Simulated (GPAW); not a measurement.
# WC (Qusongite) (P-6m2) in GPAW: further runs

Aim: see how the results for WC (Qusongite) move with the level of theory and the settings. Levels: WC, r2SCAN. Tasks: relaxation of cell and atoms.

Program: GPAW 26.7.0. These are calculated values, not measurements. Logs are shortened: lines on timing, memory, paths and dates and some standing lists are left out, and cuts for length are marked. The log counts tension as positive stress, the text compression.

### 1 Starting point

It takes space group P-6m2 (No. 187, hexagonal). The conventional cell has a = 2.907 Å, b = 2.907 Å, c = 2.837 Å, α = 90.00°, β = 90.00°, γ = 120.00°. W (site symmetry -6m2) is surrounded by 6 C at 2.20 Å. C (site symmetry -6m2) has 6 W at 2.20 Å as nearest neighbours.

### 2 Relaxation of cell and atoms, WC

File run.py:

```python
from ase.filters import FrechetCellFilter
from ase.io import read, write
from ase.optimize import BFGS
from gpaw import GPAW, PW, setup_paths

setup_paths.insert(0, '.')

atoms = read('POSCAR')

calc = GPAW(mode=PW(800),
            xc='WC',
            kpts={'size': (7, 7, 7), 'gamma': True},
            occupations={'name': 'fermi-dirac', 'width': 0.05},
            nbands=19,
            convergence={'density': 1e-06, 'energy': 1e-06, 'eigenstates': 1e-10},
            maxiter=150,
            txt='gpaw.txt')
atoms.calc = calc
opt = BFGS(FrechetCellFilter(atoms), trajectory='relax.traj', logfile='-')
done = opt.run(fmax=0.05, steps=60)
calc.write('gs.gpw')
write('result.traj', atoms)
print('Converged:', done)
print('Cell:', atoms.cell.cellpar().round(4))
print('Volume:', round(atoms.get_volume(), 4))
print(atoms.get_scaled_positions().round(5))
```

File POSCAR:

```
WC
1.0
    2.9065000000      0.0000000000      0.0000000000
   -1.4532500000      2.5171028361      0.0000000000
    0.0000000000      0.0000000000      2.8366000000
W C
1 1
Direct
    0.0000000000      0.0000000000      0.0000000000
    0.6666666667      0.3333333333      0.5000000000
```

Potentials or basis: PAW data sets generated in the run's folder for this functional, pw.

Started as:

```bash
> gpaw-setup -f WC C W
> OMP_NUM_THREADS=1 python run.py
```

gpaw.txt:

```text
__  _  _
 | _ |_)|_||  |
 |__||  | ||/\| - 26.7.0

Input parameters:
  mode=PW(ecut=800.0),
  convergence={'density': 1e-06, 'energy': 1e-06, 'eigenstates': 1e-10},
  kpts=MonkhorstPack(size=(7, 7, 7), gamma=True),
  maxiter=150,
  nbands=19,
  occupations=Occupations(name='fermi-dirac', width=0.05),
  xc=XC(name='WC')

Diagonalizing LCAO Hamiltonian
Converting LCAO to pw mode

           C

       W

Atoms  # Å, Bohr magnetons
|   | symbol |        x |        y |        z |    initial magnetic moments |
|---|--------|----------|----------|----------|-----------------------------|
| 0 |      W | 0.000000 | 0.000000 | 0.000000 | ( 0.0000,  0.0000,  0.0000) |
| 1 |      C | 1.453250 | 0.839034 | 1.418300 | ( 0.0000,  0.0000,  0.0000) |

Unit cell  # Å
| periodic |         x |        y |        z |  lengths |     angles |
|----------|-----------|----------|----------|----------|------------|
|      yes |  2.906500 | 0.000000 | 0.000000 | 2.906500 |  90.000000 |
|      yes | -1.453250 | 2.517103 | 0.000000 | 2.906500 |  90.000000 |
|      yes |  0.000000 | 0.000000 | 2.836600 | 2.836600 | 120.000000 |

Number of symmetries: 12
Symmetry operations  # r_c * U_cc + t_c -> r_c
|    | kind |            matrix            |
|----|------|------------------------------|
|  0 |  σ   |  1, 1, 0,  0,-1, 0,  0, 0, 1 |
|  1 |  C2  |  1, 1, 0,  0,-1, 0,  0, 0,-1 |
|  2 |  E   |  1, 0, 0,  0, 1, 0,  0, 0, 1 |
|  3 |  σ   |  1, 0, 0,  0, 1, 0,  0, 0,-1 |
|  4 |  C3  |  0, 1, 0, -1,-1, 0,  0, 0, 1 |
|  5 |  S3  |  0, 1, 0, -1,-1, 0,  0, 0,-1 |
|  6 |  σ   |  0,-1, 0, -1, 0, 0,  0, 0, 1 |
|  7 |  C2  |  0,-1, 0, -1, 0, 0,  0, 0,-1 |
|  8 |  σ   | -1, 0, 0,  1, 1, 0,  0, 0, 1 |
|  9 |  C2  | -1, 0, 0,  1, 1, 0,  0, 0,-1 |
| 10 |  C3  | -1,-1, 0,  1, 0, 0,  0, 0, 1 |
| 11 |  S3  | -1,-1, 0,  1, 0, 0,  0, 0,-1 |

BZ-sampling:
  Number of BZ points: 343
  Number of IBZ points: 32

  Monkhorst-Pack size: [7, 7, 7]
  Monkhorst-Pack shift: [0, 0, 0]

K-points  # in reciprocal-cell coordinates
|     |                                coordinates |     weight |
|-----|--------------------------------------------|------------|
|   0 | (  0.00000000,   0.00000000,   0.00000000) | 0.00291545 |
|   1 | (  0.00000000,   0.00000000,   0.14285714) | 0.00583090 |
|   2 | (  0.00000000,   0.00000000,   0.28571429) | 0.00583090 |
|   3 | (  0.00000000,   0.00000000,   0.42857143) | 0.00583090 |
|   4 | (  0.14285714,   0.00000000,   0.00000000) | 0.01749271 |
|   5 | (  0.14285714,   0.00000000,   0.14285714) | 0.03498542 |
|   6 | (  0.14285714,   0.00000000,   0.28571429) | 0.03498542 |
|   7 | (  0.14285714,   0.00000000,   0.42857143) | 0.03498542 |
|   8 | (  0.28571429,  -0.14285714,   0.00000000) | 0.01749271 |
|   9 | (  0.28571429,  -0.14285714,   0.14285714) | 0.03498542 |
| ... |                                            |            |
|  31 | (  0.42857143,   0.42857143,   0.42857143) | 0.03498542 |

Plane wave coefficients: 1085
Cutoff: 800.0 eV
[... 136 lines left out ...]
dipole moment: (-4.701393, -9.821307, -10.595111)  # |e|*Ang

Fermi level: 14.105
Eigenvalues  # (at kpt = [0.000, 0.000, 0.000])
| band index |      eig [eV] | occ [0-2] |
|------------|---------------|-----------|
|          0 |       -59.754 |     2.000 |
|          1 |       -24.012 |     2.000 |
|          2 |       -23.887 |     2.000 |
|          3 |       -23.887 |     2.000 |
|          4 |        -0.392 |     2.000 |
|          5 |         9.692 |     2.000 |
[... 9 lines left out ...]
|         15 |        30.791 |     0.000 |
|         16 |        30.791 |     0.000 |
|        ... |               |           |
|         18 |        37.976 |     0.000 |

No gap
No difference between direct/indirect transitions

Stress tensor  # eV/Ang^3
|        x |        y |        z |
|----------|----------|----------|
| 0.011343 | 0.000000 | 0.000000 |
| 0.000000 | 0.011343 | 0.000000 |
| 0.000000 | 0.000000 | 0.017155 |

Forces  # eV/Ang
|        x |       y |       z |
|----------|---------|---------|
| -0.00000 | 0.00000 | 0.00000 |  # W    0
| -0.00000 | 0.00000 | 0.00000 |  # C    1

Interpolating wave functions to new cell

           C

       W

Atoms  # Å, Bohr magnetons
|   | symbol |         x |        y |        z |    initial magnetic moments |
|---|--------|-----------|----------|----------|-----------------------------|
| 0 |      W | -0.000000 | 0.000000 | 0.000000 | ( 0.0000,  0.0000,  0.0000) |
| 1 |      C |  1.452029 | 0.838329 | 1.416498 | ( 0.0000,  0.0000,  0.0000) |

Unit cell  # Å
| periodic |         x |         y |        z |  lengths |     angles |
|----------|-----------|-----------|----------|----------|------------|
|      yes |  2.904058 | -0.000000 | 0.000000 | 2.904058 |  90.000000 |
|      yes | -1.452029 |  2.514988 | 0.000000 | 2.904058 |  90.000000 |
|      yes |  0.000000 |  0.000000 | 2.832996 | 2.832996 | 120.000000 |

Number of symmetries: 12
Symmetry operations  # r_c * U_cc + t_c -> r_c
|    | kind |            matrix            |
|----|------|------------------------------|
|  0 |  σ   |  1, 1, 0,  0,-1, 0,  0, 0, 1 |
|  1 |  C2  |  1, 1, 0,  0,-1, 0,  0, 0,-1 |
|  2 |  E   |  1, 0, 0,  0, 1, 0,  0, 0, 1 |
|  3 |  σ   |  1, 0, 0,  0, 1, 0,  0, 0,-1 |
|  4 |  C3  |  0, 1, 0, -1,-1, 0,  0, 0, 1 |
|  5 |  S3  |  0, 1, 0, -1,-1, 0,  0, 0,-1 |
|  6 |  σ   |  0,-1, 0, -1, 0, 0,  0, 0, 1 |
|  7 |  C2  |  0,-1, 0, -1, 0, 0,  0, 0,-1 |
|  8 |  σ   | -1, 0, 0,  1, 1, 0,  0, 0, 1 |
|  9 |  C2  | -1, 0, 0,  1, 1, 0,  0, 0,-1 |
| 10 |  C3  | -1,-1, 0,  1, 0, 0,  0, 0, 1 |
| 11 |  S3  | -1,-1, 0,  1, 0, 0,  0, 0,-1 |

BZ-sampling:
  Number of BZ points: 343
  Number of IBZ points: 32

  Monkhorst-Pack size: [7, 7, 7]
  Monkhorst-Pack shift: [0, 0, 0]

K-points  # in reciprocal-cell coordinates
|     |                                coordinates |     weight |
|-----|--------------------------------------------|------------|
|   0 | (  0.00000000,   0.00000000,   0.00000000) | 0.00291545 |
|   1 | (  0.00000000,   0.00000000,   0.14285714) | 0.00583090 |
|   2 | (  0.00000000,   0.00000000,   0.28571429) | 0.00583090 |
|   3 | (  0.00000000,   0.00000000,   0.42857143) | 0.00583090 |
|   4 | (  0.14285714,   0.00000000,   0.00000000) | 0.01749271 |
|   5 | (  0.14285714,   0.00000000,   0.14285714) | 0.03498542 |
|   6 | (  0.14285714,   0.00000000,   0.28571429) | 0.03498542 |
|   7 | (  0.14285714,   0.00000000,   0.42857143) | 0.03498542 |
|   8 | (  0.28571429,  -0.14285714,   0.00000000) | 0.01749271 |
|   9 | (  0.28571429,  -0.14285714,   0.14285714) | 0.03498542 |
| ... |                                            |            |
|  31 | (  0.42857143,   0.42857143,   0.42857143) | 0.03498542 |

Plane wave coefficients: 1081
Cutoff: 800.0 eV
[... 134 lines left out ...]
dipole moment: (-4.696300, -9.813473, -10.581445)  # |e|*Ang

Fermi level: 14.157
Eigenvalues  # (at kpt = [0.000, 0.000, 0.000])
| band index |      eig [eV] | occ [0-2] |
|------------|---------------|-----------|
|          0 |       -59.696 |     2.000 |
|          1 |       -23.953 |     2.000 |
|          2 |       -23.829 |     2.000 |
|          3 |       -23.829 |     2.000 |
|          4 |        -0.363 |     2.000 |
|          5 |         9.727 |     2.000 |
[... 9 lines left out ...]
|         15 |        30.867 |     0.000 |
|         16 |        30.867 |     0.000 |
|        ... |               |           |
|         18 |        38.061 |     0.000 |

No gap
No difference between direct/indirect transitions

Stress tensor  # eV/Ang^3
|         x |         y |        z |
|-----------|-----------|----------|
|  0.004826 | -0.000000 | 0.000000 |
| -0.000000 |  0.004826 | 0.000000 |
|  0.000000 |  0.000000 | 0.007551 |

Forces  # eV/Ang
|       x |       y |       z |
|---------|---------|---------|
| 0.00000 | 0.00000 | 0.00000 |  # W    0
| 0.00000 | 0.00000 | 0.00000 |  # C    1

Interpolating wave functions to new cell

           C

       W

Atoms  # Å, Bohr magnetons
|   | symbol |         x |        y |        z |    initial magnetic moments |
|---|--------|-----------|----------|----------|-----------------------------|
| 0 |      W | -0.000000 | 0.000000 | 0.000000 | ( 0.0000,  0.0000,  0.0000) |
| 1 |      C |  1.451117 | 0.837803 | 1.415107 | ( 0.0000,  0.0000,  0.0000) |

Unit cell  # Å
| periodic |         x |         y |         z |  lengths |     angles |
|----------|-----------|-----------|-----------|----------|------------|
|      yes |  2.902234 | -0.000000 |  0.000000 | 2.902234 |  90.000000 |
|      yes | -1.451117 |  2.513409 | -0.000000 | 2.902234 |  90.000000 |
|      yes | -0.000000 |  0.000000 |  2.830213 | 2.830213 | 120.000000 |

Number of symmetries: 12
Symmetry operations  # r_c * U_cc + t_c -> r_c
|    | kind |            matrix            |
|----|------|------------------------------|
|  0 |  σ   |  1, 1, 0,  0,-1, 0,  0, 0, 1 |
|  1 |  C2  |  1, 1, 0,  0,-1, 0,  0, 0,-1 |
|  2 |  E   |  1, 0, 0,  0, 1, 0,  0, 0, 1 |
|  3 |  σ   |  1, 0, 0,  0, 1, 0,  0, 0,-1 |
|  4 |  C3  |  0, 1, 0, -1,-1, 0,  0, 0, 1 |
|  5 |  S3  |  0, 1, 0, -1,-1, 0,  0, 0,-1 |
|  6 |  σ   |  0,-1, 0, -1, 0, 0,  0, 0, 1 |
|  7 |  C2  |  0,-1, 0, -1, 0, 0,  0, 0,-1 |
|  8 |  σ   | -1, 0, 0,  1, 1, 0,  0, 0, 1 |
|  9 |  C2  | -1, 0, 0,  1, 1, 0,  0, 0,-1 |
| 10 |  C3  | -1,-1, 0,  1, 0, 0,  0, 0, 1 |
| 11 |  S3  | -1,-1, 0,  1, 0, 0,  0, 0,-1 |

BZ-sampling:
  Number of BZ points: 343
  Number of IBZ points: 32

  Monkhorst-Pack size: [7, 7, 7]
  Monkhorst-Pack shift: [0, 0, 0]

K-points  # in reciprocal-cell coordinates
|     |                                coordinates |     weight |
|-----|--------------------------------------------|------------|
|   0 | (  0.00000000,   0.00000000,   0.00000000) | 0.00291545 |
|   1 | (  0.00000000,   0.00000000,   0.14285714) | 0.00583090 |
|   2 | (  0.00000000,   0.00000000,   0.28571429) | 0.00583090 |
|   3 | (  0.00000000,   0.00000000,   0.42857143) | 0.00583090 |
|   4 | (  0.14285714,   0.00000000,   0.00000000) | 0.01749271 |
|   5 | (  0.14285714,   0.00000000,   0.14285714) | 0.03498542 |
|   6 | (  0.14285714,   0.00000000,   0.28571429) | 0.03498542 |
|   7 | (  0.14285714,   0.00000000,   0.42857143) | 0.03498542 |
|   8 | (  0.28571429,  -0.14285714,   0.00000000) | 0.01749271 |
|   9 | (  0.28571429,  -0.14285714,   0.14285714) | 0.03498542 |
| ... |                                            |            |
|  31 | (  0.42857143,   0.42857143,   0.42857143) | 0.03498542 |

Plane wave coefficients: 1077
Cutoff: 800.0 eV
[... 134 lines left out ...]
dipole moment: (-4.692516, -9.807607, -10.570893)  # |e|*Ang

Fermi level: 14.196
Eigenvalues  # (at kpt = [0.000, 0.000, 0.000])
| band index |      eig [eV] | occ [0-2] |
|------------|---------------|-----------|
|          0 |       -59.652 |     2.000 |
|          1 |       -23.909 |     2.000 |
|          2 |       -23.785 |     2.000 |
|          3 |       -23.785 |     2.000 |
|          4 |        -0.341 |     2.000 |
|          5 |         9.753 |     2.000 |
[... 9 lines left out ...]
|         15 |        30.925 |     0.000 |
|         16 |        30.925 |     0.000 |
|        ... |               |           |
|         18 |        38.126 |     0.000 |

No gap
No difference between direct/indirect transitions

Stress tensor  # eV/Ang^3
|         x |         y |        z |
|-----------|-----------|----------|
| -0.000137 |  0.000000 | 0.000000 |
|  0.000000 | -0.000137 | 0.000000 |
|  0.000000 |  0.000000 | 0.000097 |

Forces  # eV/Ang
|       x |        y |       z |
|---------|----------|---------|
| 0.00000 | -0.00000 | 0.00000 |  # W    0
| 0.00000 |  0.00000 | 0.00000 |  # C    1

# Writing to gs.gpw (mode='')
```

Run time: 56 s. Hardware: 1 thread of Arm Neoverse N1, shared host; peak memory 0.18 GiB.

What came out:

| Property | Result |
| --- | --- |
| Free energy | -22.3539 eV |
| Relaxed volume | 10.32 Å³/atom |
| Relaxed cell | a = 2.902 Å, b = 2.902 Å, c = 2.830 Å, α = 90.00°, β = 90.00°, γ = 120.00° |
| Space group after relaxing (to 0.05 Å) | P-6m2 (No. 187) |
| Energy gained by relaxing | 0.3 meV/atom |
| Ionic steps | 3 |
| Pressure after relaxing | 0.0 GPa |
| Band gap on the k mesh | none (metal or under the smearing width) |

Step by step:
```csv
step,energy change (eV),largest force (eV/Å),pressure (GPa),volume (Å³)
1,0.0000,0.0000,-2.13,20.75
2,-0.0005,0.0000,-0.92,20.69
3,-0.0006,0.0000,0.01,20.64
```

Final structure:
```
CELL_PARAMETERS angstrom
2.90223 0.00000 0.00000
-1.45112 2.51341 0.00000
0.00000 0.00000 2.83021
ATOMIC_POSITIONS crystal
W 0.00000 0.00000 0.00000
C 0.66667 0.33333 0.50000
```

Levels at points of the mesh, in eV from the Fermi level:
```csv
k point,band 7,band 8,band 9,band 10,band 11,band 12
"(0.00, 0.00, 0.00)",-3.46,-3.46,0.00,3.13,3.13,5.55
```

Caveat: later steps reuse the first step's grids. The run has no spin-orbit coupling, so splittings on W are missing.

[end of part 1 of 2]
